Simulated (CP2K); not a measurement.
Pb under changes of volume

One of the cells (32.418 Å³/atom); the others are scaled copies at fixed shape and fractional positions:

```
CELL_PARAMETERS angstrom
3.50667 0.00000 0.00000
1.75936 3.03338 0.00000
-1.83309 -1.05591 6.09522
ATOMIC_POSITIONS crystal
Pb 0.90851 0.90851 0.72629
Pb 0.09149 0.09149 0.27371
```

This isn't the form of Pb at room conditions, which is fcc.

```yaml
Program: CP2K 2026.2
Functional: PBEsol
Potentials_or_basis: POTENTIAL_UZH Pb GTH-PBE-q4; TZVP-MOLOPT-PBE-GTH basis
Density_cutoff: 6123 eV
k_mesh: 9 × 9 × 5
Occupations: fermi-dirac, width 0.05 eV
Spin: no spin polarisation
```

| volume (Å³/atom) | energy over the lowest point (meV/atom) | pressure (GPa) | largest force (eV/Å) |
| --- | --- | --- | --- |
| 30.473 | ? | ? | ? |
| 31.121 | 15.45 | 2.9 | 0.093 |
| 31.769 | 6.24 | 1.7 | 0.052 |
| 32.418 | 1.24 | 0.8 | 0.031 |
| 33.066 | 0.00 | -0.1 | 0.050 |
| 33.714 | 2.10 | -0.9 | 0.082 |
| 34.363 | 7.19 | -1.6 | 0.114 |

Q: What does the run at 30.473 Å³/atom give?

A: Energy over the lowest point 29.40 meV/atom; pressure 4.1 GPa; largest force 0.141 eV/Å.

Worked out: A Birch-Murnaghan fit of order 3 (a polynomial in V^(-2/3)) to the other rows has its minimum at 32.97 Å³/atom with B0 = V·E''(V) = 43 GPa and B' = 4.9 at fixed shape and positions, which overstates the stiffness. It gives 29.39 meV/atom at 30.473 Å³/atom, against the run's 29.40, and -dE/dV = 4.1 GPa, against 4.1.

Energies are extrapolated to zero smearing.

Caveats: the potentials were made for another functional, which shifts forces and pressure; the basis of atomic orbitals isn't converged, which shifts pressures, moduli and gaps.
